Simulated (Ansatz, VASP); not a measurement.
# Si55C36O46 (amorphous SiO2 against SiC(0001), +8 O) in two plane-wave programs

One calculation is typed for both programs; each brings its own data sets. How far apart do they land? The cell is taken from a series of runs on this material, whose earlier steps may have relaxed, scaled, displaced or heated it; both programs get it as it stands.

Main program and level: Ansatz 0.2.0; plane waves, with VASP 6.6.1 beside it; PBE.

## Step 1: The starting structure

The cell holds 137 atoms: 55 Si, 36 C and 46 O. Its edges and angles: a = 9.270 Å, b = 10.704 Å, c = 16.932 Å, α = 90.0°, β = 90.0°, γ = 90.0°. It derives from SiC (6 planes of 4H-SiC(0001)). A slab of 6 planes of 4H-SiC(0001) (starting lattice constant a = 3.09 A, c = 10.11 A), 9.27 x 10.70 A in plane. 65 atoms (19 Si, 46 O) packed at random between the slab and its periodic image at 2.2 g/cm^3 (a layer of 9.7 A) and pushed apart as soft spheres. Langevin MD at fixed cell with the MACE-MP-0b2 small potential (Batatia et al., arXiv:2401.00096), steps of 1.5 fs: 0.63 ps at 3200 K with the crystal held, 3200 to 1100 K in 1.8 ps with the crystal held, 1100 to 300 K in 0.9 ps with its inner planes held; soft walls kept the melt out of the crystal while it was held. Then all atoms and the cell's height relaxed. The structure's axis is c.

## Step 2: VASP: single point, PBE

A single point takes one fixed geometry, so differences don't come from the geometry; what else differs is listed under the comparison.

Lines of VASP's logs that name or quote its potential files are left out, and so is its time.

Input file INCAR:

```
SYSTEM = Si55C36O46
PREC = Accurate
ENCUT = 520
EDIFF = 1E-06
NELM = 120
ISMEAR = -1
SIGMA = 0.025
LREAL = Auto
ALGO = Normal
GGA = PE
NBANDS = 415
LORBIT = 11
LWAVE = .FALSE.
LCHARG = .FALSE.
ISIF = 2
LASPH = .TRUE.
GGA_COMPAT = .FALSE.
```

Input file POSCAR:

```
Si55C36O46
1.0
    9.2700000000      0.0000000000      0.0000000000
    0.0000000000     10.7040700000      0.0000000000
    0.0000000000      0.0000000000     16.9317000000
Si C O
55 36 46
Direct
    0.9977400000      0.9992400000      0.0440000000
    0.0025600000      0.9995100000      0.3424800000
    0.9987900000      0.1674400000      0.1923000000
    0.1644100000      0.2483200000      0.0472400000
    0.1697500000      0.2508600000      0.3423900000
    0.1650000000      0.4169100000      0.1918200000
    0.0032800000      0.4970500000      0.0398900000
    0.9899500000      0.5001400000      0.3382000000
    0.0007500000      0.6665000000      0.1904300000
    0.1765200000      0.7457900000      0.0372200000
    0.1619500000      0.7482000000      0.3441500000
    0.1657900000      0.9140900000      0.1906900000
    0.3330500000      0.0013800000      0.0423300000
    0.3326400000      0.0064700000      0.3398900000
    0.3324800000      0.1659800000      0.1951500000
    0.4950400000      0.2477500000      0.0472700000
    0.5052200000      0.2486200000      0.3413300000
    0.5024100000      0.4159200000      0.1933900000
    0.3360800000      0.4994300000      0.0487100000
    0.3310200000      0.4945900000      0.3344100000
    0.3357300000      0.6672200000      0.1951600000
    0.5021000000      0.7483000000      0.0451800000
    0.4997900000      0.7483800000      0.3512200000
    0.5001900000      0.9140200000      0.1929900000
    0.6679100000      0.9979300000      0.0457800000
    0.6632300000      0.0065100000      0.3363800000
    0.6683000000      0.1669500000      0.1929500000
    0.8223300000      0.2533100000      0.0405500000
    0.8365800000      0.2479400000      0.3482700000
    0.8331300000      0.4153600000      0.1938700000
[... 101 atom lines left out ...]
    0.2117200000      0.7284300000      0.9383400000
    0.7935000000      0.7192900000      0.7515600000
    0.0225700000      0.2482300000      0.5354800000
    0.8361500000      0.7759800000      0.9444500000
    0.1006700000      0.3539400000      0.8055500000
    0.3427100000      0.5113600000      0.9511100000
```

Input file KPOINTS:

```
Automatic mesh
0
Gamma
1 1 1
0 0 0
```

The projector-augmented-wave data sets are Si, C and O (PBE family, release 64).

The run is started by

```bash
$ export OMP_NUM_THREADS=3
$ mpirun -np 1 vasp_gam
```

Numbers of over 12 decimals in the logs are rounded to 6 here.

Log:

```text
[banner, memory and clock lines left out]
running    1 mpi-ranks, on    1 nodes
[...]
Offloading initialized ...    1 GPUs detected
[...]
LDA part: xc-table for (Slater+PW92), standard interpolation
 POSCAR, INCAR and KPOINTS ok, starting setup
[...]
entering main loop
       N       E                     dE             d eps       ncg     rms          rms(c)
DAV:   1     0.506365378539E+04    0.50637E+04   -0.35948E+05   830   0.149E+03
DAV:   2    -0.634641848155E+03   -0.56983E+04   -0.54203E+04  1037   0.339E+02
DAV:   3    -0.113565144780E+04   -0.50101E+03   -0.49499E+03   996   0.103E+02
DAV:   4    -0.114948200243E+04   -0.13831E+02   -0.13752E+02   988   0.185E+01
[...]
DAV:  35    -0.102098679941E+04   -0.29481E-05   -0.64471E-07   524   0.165E-03    0.125E-02
DAV:  36    -0.102098680049E+04   -0.10796E-05   -0.38797E-06   484   0.104E-03    0.224E-02
DAV:  37    -0.102098680027E+04    0.21811E-06   -0.29891E-06   516   0.133E-03
   1 F= -.10209868E+04 E0= -.10209160E+04  d E =-.141667E+00
```

Parts of OUTCAR (step 2):

```text
  FREE ENERGIE OF THE ION-ELECTRON SYSTEM (eV)
  ---------------------------------------------------
  free  energy   TOTEN  =     -1020.9868002745 eV

  energy  without entropy=    -1020.8451333379  energy(sigma->0) =    -1020.91596681

[... 1 further part left out ...]
```

The run ends at a pressure of 0.04 GPa, with forces up to 1.1 eV/Å.

## Step 3: Ansatz: single point, PBE

Ansatz runs on its default PAW (the set named soft_2) files.

The same cell, functional, mesh and smearing now go to Ansatz, which takes its cutoff from its data sets.

Input file input.yaml:

```yaml
crystal:
  lattice:
    - [9.27, 0.0, 0.0]
    - [0.0, 10.70407, 0.0]
    - [0.0, 0.0, 16.9317]
  atoms:
    - { symbol: Si, position: [0.99774, 0.99924, 0.044] }
    - { symbol: Si, position: [0.00256, 0.99951, 0.34248] }
    - { symbol: Si, position: [0.99879, 0.16744, 0.1923] }
    - { symbol: C, position: [0.00028, 0.00048, 0.22776] }
    - { symbol: C, position: [0.9928, 0.1681, 0.07651] }
    - { symbol: C, position: [0.16657, 0.08548, 0.37039] }
    - { symbol: Si, position: [0.16441, 0.24832, 0.04724] }
    - { symbol: Si, position: [0.16975, 0.25086, 0.34239] }
    - { symbol: Si, position: [0.165, 0.41691, 0.19182] }
    - { symbol: C, position: [0.16566, 0.2523, 0.2291] }
    - { symbol: C, position: [0.16746, 0.41588, 0.07992] }
    - { symbol: C, position: [0.00675, 0.33768, 0.37992] }
    - { symbol: Si, position: [0.00328, 0.49705, 0.03989] }
    - { symbol: Si, position: [0.98995, 0.50014, 0.3382] }
    - { symbol: Si, position: [0.00075, 0.6665, 0.19043] }
    - { symbol: C, position: [0.99848, 0.5011, 0.22753] }
    - { symbol: C, position: [0.00463, 0.66575, 0.07384] }
    - { symbol: C, position: [0.16393, 0.57466, 0.37654] }
    - { symbol: Si, position: [0.17652, 0.74579, 0.03722] }
    - { symbol: Si, position: [0.16195, 0.7482, 0.34415] }
    - { symbol: Si, position: [0.16579, 0.91409, 0.19069] }
    - { symbol: C, position: [0.16779, 0.74753, 0.23023] }
    - { symbol: C, position: [0.16732, 0.91369, 0.07478] }
    - { symbol: C, position: [0.00142, 0.83372, 0.3716] }
    - { symbol: Si, position: [0.33305, 0.00138, 0.04233] }
    - { symbol: Si, position: [0.33264, 0.00647, 0.33989] }
    - { symbol: Si, position: [0.33248, 0.16598, 0.19515] }
    - { symbol: C, position: [0.33265, 0.99634, 0.22744] }
    - { symbol: C, position: [0.32992, 0.16471, 0.08533] }
    - { symbol: C, position: [0.49895, 0.08362, 0.37076] }
[... 101 atom lines left out ...]
    - { symbol: O, position: [0.21172, 0.72843, 0.93834] }
    - { symbol: O, position: [0.7935, 0.71929, 0.75156] }
    - { symbol: O, position: [0.02257, 0.24823, 0.53548] }
    - { symbol: O, position: [0.83615, 0.77598, 0.94445] }
    - { symbol: O, position: [0.10067, 0.35394, 0.80555] }
    - { symbol: O, position: [0.34271, 0.51136, 0.95111] }
kpoints:
  mp_grid: { grid: [1, 1, 1] }
hamiltonian:
  xc: pbe
scf:
  occupations: { method: fermi_dirac, width: 0.025 }
output:
  forces: true
```

The run is started by

```bash
$ ansatz run input.yaml --threads 8 --pin off --max-ram 15872MiB --backend cpu --events-out ev --progress --plain --runs-dir out
```

Log:

```text
Engine: ansatz 0.2.0, aarch64-unknown-linux-gnu
Pseudopotentials: kind: paw
Pseudopotential: Si, paw, valence charge 4, recommended cutoff 420 eV (normal), Si.paw.azcp
Pseudopotential: C, paw, valence charge 4, recommended cutoff 420 eV (normal), C.paw.azcp
Pseudopotential: O, paw, valence charge 6, recommended cutoff 420 eV (normal), O.paw.azcp
Functional definition: PBE
  parameter kappa = 0.804
  parameter beta = 0.066725
  exchange = pbe_x(kappa = kappa, mu = beta*pi^2/3)
  correlation = pbe_c(beta = beta)
Crystal: 137 atoms, lattice volume = 1680.077 Å³
Basis set: ecut = 420 eV, 32901 PW (Γ), exchange–correlation on 128×144×240 points (8 copies of the dense FFT grid, shifted against one another)
Bands: 457, of which v1, the nominal top of the filled ones, is band 320 counted from 1 (319 counted from 0)
Symmetry: 1 space group operations
Space group: P1 (ITA 1), of the structure as read, at distance tolerance 1.2e-4 Å
k-points: 1
Non-local potential: Si, projectors of the file, l = 0: 2, l = 1: 2, l = 2: 2
Non-local potential: C, projectors of the file, l = 0: 2, l = 1: 2, l = 2: 1
Non-local potential: O, projectors of the file, l = 0: 2, l = 1: 2, l = 2: 1
PAW form: soft (Blöchl's): semilocal exchange-correlation on the pseudo side does not see the compensation charge
PAW one-centre angular grid: Si, 110 points (default); XC on 64 Gauss nodes
PAW one-centre angular grid: C, 110 points (default); XC on 64 Gauss nodes
PAW one-centre angular grid: O, 110 points (default); XC on 64 Gauss nodes
Initial density: superposition of atomic densities (neutral atoms: chi_scale 0, normalization atom), corrected by the library's trained network
Initial wavefunctions: pseudopotential atomic-orbital guess
Functional: x = pbe(κ = 0.804, μ = 0.219515), c = pbe(β = 0.066725)
SCF iter   1: F=—  HF=-70155.374409 eV  |F-HF|=—  |Δ(HF+E_count)|=         —  Δρ=2.19e-2  dr2=2.65e1  ethr=1.77e-3  ⟨swp⟩=7.0  Hψ=2056  notcnv=0  defer=123
preconditioner: auto → LDOS  [insulator: Δε(μ)=0.114 eV  Ē_g=13.881 eV  σ=0.025 eV  W_gap=0.81  n_scr=348 (ndim 8)  ℏωp=22.9 eV  f_vac=0.112  D(μ)=14.33/eV (n_scr^D=52)  ε∞_Penn≈3.7  β→1.0]
SCF iter   2: F=—  HF=-70172.843780 eV  |F-HF|=—  |Δ(HF+E_count)|=    1.75e1  Δρ=5.51e-2  dr2=1.67e2  ethr=1.77e-3  ⟨swp⟩=3.0  Hψ=850  notcnv=0  defer=126  recentre
SCF iter   3: F=—  HF=-70154.156415 eV  |F-HF|=—  |Δ(HF+E_count)|=    1.87e1  Δρ=1.67e-2  dr2=1.22e1  ethr=1.77e-3  ⟨swp⟩=2.0  Hψ=855  notcnv=0  defer=127
SCF iter   4: F=—  HF=-70154.862370 eV  |F-HF|=—  |Δ(HF+E_count)|=   7.06e-1  Δρ=3.86e-2  dr2=6.45e1  ethr=1.77e-3  ⟨swp⟩=1.0  Hψ=329  notcnv=0  defer=127  recentre
SCF iter   5: F=—  HF=-70153.698420 eV  |F-HF|=—  |Δ(HF+E_count)|=    1.16e0  Δρ=1.72e-2  dr2=1.34e1  ethr=1.77e-3  ⟨swp⟩=2.0  Hψ=531  notcnv=0  defer=128
SCF iter   6: F=—  HF=-70153.761806 eV  |F-HF|=—  |Δ(HF+E_count)|=   6.34e-2  Δρ=1.69e-2  dr2=1.28e1  ethr=1.77e-3  ⟨swp⟩=1.0  Hψ=329  notcnv=0  defer=42
automatic band count: iteration 6 solves 371 bands in place of 457: the levels show a gap, and the empty bands left out lie too high to hold charge; the band table lists the bands solved (type scf.n_extra_bands for more)
SCF iter   7: F=—  HF=-70153.624686 eV  |F-HF|=—  |Δ(HF+E_count)|=   1.37e-1  Δρ=1.55e-2  dr2=3.91e0  ethr=1.77e-3  ⟨swp⟩=4.0  Hψ=940  notcnv=0  defer=111
automatic band count: iteration 7 solves 457 bands in place of 371: the levels no longer show a gap clear of their residuals, so the SCF keeps every band
SCF iter   8: F=—  HF=-70153.592665 eV  |F-HF|=—  |Δ(HF+E_count)|=   3.20e-2  Δρ=1.40e-2  dr2=8.83e0  ethr=6.12e-4  ⟨swp⟩=1.0  Hψ=526  notcnv=0  defer=128
SCF iter   9: F=—  HF=-70153.513893 eV  |F-HF|=—  |Δ(HF+E_count)|=   7.88e-2  Δρ=1.32e-2  dr2=3.05e0  ethr=6.12e-4  ⟨swp⟩=1.0  Hψ=329  notcnv=0  defer=128
SCF iter  10: F=—  HF=-70153.490210 eV  |F-HF|=—  |Δ(HF+E_count)|=   2.37e-2  Δρ=1.38e-2  dr2=4.65e0  ethr=4.77e-4  ⟨swp⟩=1.0  Hψ=526  notcnv=0  defer=128
SCF iter  11: F=—  HF=-70153.736796 eV  |F-HF|=—  |Δ(HF+E_count)|=   2.47e-1  Δρ=3.22e-2  dr2=3.38e1  ethr=4.77e-4  ⟨swp⟩=2.0  Hψ=376  notcnv=0  defer=128  recentre
SCF iter  12: F=—  HF=-70153.495549 eV  |F-HF|=—  |Δ(HF+E_count)|=   2.41e-1  Δρ=6.54e-3  dr2=4.60e-1  ethr=4.77e-4  ⟨swp⟩=2.0  Hψ=645  notcnv=0  defer=128
SCF iter  13: F=—  HF=-70153.495467 eV  |F-HF|=—  |Δ(HF+E_count)|=   8.25e-5  Δρ=7.93e-3  dr2=2.68e0  ethr=7.19e-5  ⟨swp⟩=1.0  Hψ=526  notcnv=0  defer=128  recentre
SCF iter  14: F=—  HF=-70153.447634 eV  |F-HF|=—  |Δ(HF+E_count)|=   4.78e-2  Δρ=4.50e-3  dr2=1.39e-1  ethr=7.19e-5  ⟨swp⟩=2.0  Hψ=330  notcnv=0  defer=128
SCF iter  15: F=—  HF=-70153.426867 eV  |F-HF|=—  |Δ(HF+E_count)|=   2.08e-2  Δρ=5.63e-3  dr2=1.42e0  ethr=2.16e-5  ⟨swp⟩=2.0  Hψ=648  notcnv=0  defer=128  recentre
[...]
SCF iter  47: F=—  HF=-70153.415615 eV  |F-HF|=—  |Δ(HF+E_count)|=  5.38e-10  Δρ=2.23e-6  dr2=1.29e-7  ethr=5.74e-11  ⟨swp⟩=1.0  Hψ=329  notcnv=0  defer=128
SCF iter  48: F=—  HF=-70153.415615 eV  |F-HF|=—  |Δ(HF+E_count)|=   1.66e-9  Δρ=1.99e-6  dr2=1.01e-7  ethr=1.56e-11  ⟨swp⟩=3.0  Hψ=1086  notcnv=0
SCF iter  49: F=-70153.415615 eV  HF=-70153.415615 eV  |F-HF|=3.17e-8  |Δ(HF+E_count)|=   2.85e-9  Δρ=1.21e-6  dr2=4.00e-8  ethr=1.56e-11  ⟨swp⟩=3.0  Hψ=1067  notcnv=0
SCF 1 converged in 49 iterations: F = -70153.415615 eV  dr2 = 4.00e-8
  greatest PAW one-centre occupation: 0.882 electrons in one spin orbital (limit 2), on the O atom at site 94 (counted from 0), in its partial waves of l = 0
SCF converged after 49 iterations
Free energy (F): -70153.415615 eV
Harris-Foulkes:  -70153.415615 eV  (|F-HF|=3.17e-8)
Internal energy: -70153.274380 eV  (E = F + TS)
E sigma→0 (E₀):  -70153.344997 eV
Entropy (-TS):   -0.141235 eV (-1.031 meV/atom)
Fermi energy:    5.664884 eV
--- Per-component energies (eV) ---
  E_band       = -1039.850227
  E_kinetic    = 13862.962508
  E_local      = -31044.741810  (includes V_loc(G=0)·N_el)
  E_nonlocal   = 4515.868876
  E_hartree    = 11418.637753
  E_xc         = -8239.154911
  E_vxc        = -9155.769398  (∫ρ·V_xc dr)
  E_paw        = -39077.842269  (= ΣΔE_a)
  E_vpaw       = -2055.562506  (= ΣTr[D̂ρ^β])
  E_aug_tail   = 0.116631  (compensation charges beyond the density's cutoff)
  E_ewald      = -21589.121159
  E_smearing   = -0.141235  (= −TS)
  E_closure    = 0.000000  (closes the sum)
  Σ components = -70153.415615   (vs F -70153.415615, Δ=0.00e0)
--- Forces (eV/Å), atoms counted from 1 ---
  atom   1  Si    -0.13343201    -0.10306240    -0.53958372
  atom   2  Si    -0.32867518     0.39261587     0.74606367
  atom   3  Si    -0.09580212     0.13964782    -0.41217277
  atom   4  C      0.25615200    -0.22844040     0.21425112
  atom   5  C      0.15049006     0.08768194     0.08221944
  atom   6  C     -0.11999043     0.05654010    -0.68210394
  atom   7  Si     0.24715385    -0.07856591    -0.47275276
  atom   8  Si    -0.11109772     0.19950030     0.41107381
  atom   9  Si     0.04918137     0.01394547    -0.35299304
  atom  10  C      0.14654308    -0.38975135     0.27571879
  atom  11  C     -0.05994081     0.02741422     0.18081059
  atom  12  C      0.04065743     0.29330480    -0.19228232
  atom  13  Si     0.00194382    -0.10244212    -0.87198879
  atom  14  Si     0.53525094    -0.35294990    -0.01848502
  atom  15  Si     0.07071946    -0.00625030    -0.43079175
  atom  16  C     -0.20832369     0.13260067     0.25026276
  atom  17  C     -0.07944015     0.04111199     0.06663039
  atom  18  C     -0.21390017    -0.05238629     0.23755295
  atom  19  Si     0.00504806    -0.07638258    -0.53169707
  atom  20  Si     0.85342861    -0.36799711     0.61082188
  atom  21  Si     0.25914941     0.09243603    -0.30795653
  atom  22  C     -0.23957942     0.05328234     0.22336424
  atom  23  C     -0.03084683     0.05573674     0.08178724
  atom  24  C     -0.38826561     0.14506182    -0.43074803
[...]
atom 130  O      0.02282774     0.05778472     0.64360263
  atom 131  O      0.06086462    -0.00844078     0.44058366
  atom 132  O      0.11169213    -0.11992320     0.40948635
  atom 133  O      0.02133534     0.08880412    -0.03120856
  atom 134  O      0.06629907    -0.04779744    -0.16158386
  atom 135  O     -0.07866315     0.07690245     0.39699060
  atom 136  O     -0.03966833    -0.02463475     0.17891402
  atom 137  O      0.01118106     0.22411972     0.18544306
  max |Σ_I F_I| component: 3.73e-4 eV/Å
```

Reading the cycles: dr2 is the Hartree energy of the density residual (eV), the measure of convergence; HF is the Harris–Foulkes estimate of the energy, which meets the free energy F at convergence.

## Step 4: Differences

Known differences besides the potentials themselves: the cutoff is 420 eV in Ansatz and 520 eV in VASP (PREC = Accurate, projectors in real space). Total energies have different zeros and are not compared.

Forces on 10 of the 137 atoms, those with the largest forces and the largest differences (eV/Å; atoms numbered as in POSCAR):

| atom | Ansatz x, y, z | VASP x, y, z |
| --- | --- | --- |
| Si2 | -0.329, 0.393, 0.746 | -0.328, 0.392, 0.748 |
| Si7 | 0.002, -0.102, -0.872 | 0.006, -0.100, -0.856 |
| Si11 | 0.853, -0.368, 0.611 | 0.853, -0.364, 0.617 |
| Si45 | 0.083, -0.197, 0.836 | 0.132, -0.218, 0.891 |
| Si47 | -0.650, -0.104, 0.770 | -0.638, -0.111, 0.742 |
| C64 | -0.214, -0.052, 0.238 | -0.206, 0.011, 0.062 |
| C70 | -0.012, 0.268, -0.894 | -0.011, 0.262, -0.903 |
| C85 | 0.017, 0.004, -0.894 | 0.016, 0.002, -0.891 |
| O95 | 0.155, 0.315, -0.283 | 0.057, -0.046, -0.093 |
| O114 | -0.515, -0.165, 0.248 | -0.444, 0.177, 0.083 |

The forces differ by 38 meV/Å r.m.s., which is 13.6 % of the r.m.s. force of 0.280 eV/Å (both taken over all components). VASP's last cycles still show a density residual of 2e-03, so its state may not be settled.

## Step 5: Results

```yaml
r_m_s_force_difference_single_point_pbe: 14 % of the r.m.s. force
```

In words: The r.m.s. force difference is 14 % of the r.m.s. force (single point, PBE), beyond the 3 % picked in this series as the mark of a large difference. What causes the difference of the single point, PBE pair stays open here. How closely two codes agree says nothing of how well the functional describes the real material.

[Lines on the potential files, build, host, timing and source positions are cut from VASP's logs without a mark.]

[Logs are printed without paths, hosts, clocks, repeated set-up lines and the standing remarks that a program may print on its own settings, such as how far it seeks lower states.]

[Hosts, paths, dates, database ids (printed as entryN), source tags and the programs' standing remarks are cut or masked in the printed files.]
